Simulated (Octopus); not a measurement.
SrO under changes of volume

One of the cells (16.901 Å³/atom); the others are scaled copies at fixed shape and fractional positions:

```xyz
2
Lattice="0.0000 2.5663 2.5663 2.5663 0.0000 2.5663 2.5663 2.5663 0.0000" Properties=species:S:1:pos:R:3 pbc="T T T"
Sr    2.5663    2.5663    2.5663
O     0.0000    0.0000    0.0000
```

- Program: Octopus 16.4
- Functional: PBEsol
- Potentials or basis: pseudodojo_pbesol (PseudoDojo 0.4, PBEsol)
- Grid spacing: 0.130 Å
- k mesh: 9 × 9 × 9
- Occupations: fermi-dirac, width 0.05 eV
- Spin: no spin polarisation

```csv
volume (Å³/atom),energy over the lowest point (meV/atom),gap on the mesh (eV)
15.887,16.76,3.22
16.225,?,?
16.563,1.24,3.25
16.901,0.00,3.26
17.239,3.18,3.28
17.577,9.16,3.28
17.915,18.43,3.29
```

**Question.** What does the run at 16.225 Å³/atom give?

**Answer.** Energy over the lowest point 6.46 meV/atom; gap on the mesh 3.24 eV.

Worked out: A Birch-Murnaghan fit of order 3 (a polynomial in V^(-2/3)) to the other rows has its minimum at 16.81 Å³/atom with B0 = V·E''(V) = 93 GPa and B' = 5.3. It gives 6.50 meV/atom at 16.225 Å³/atom, against the run's 6.46. A parabola through the other rows of the gap, of slope 0.748 eV per unit of ln V there, gives 3.24 eV, against the run's 3.24.

Energies are extrapolated to zero smearing.

Caveats: an odd mesh through Γ misses points on the zone boundary, where band edges often lie. Spin-orbit coupling on Sr is left out.
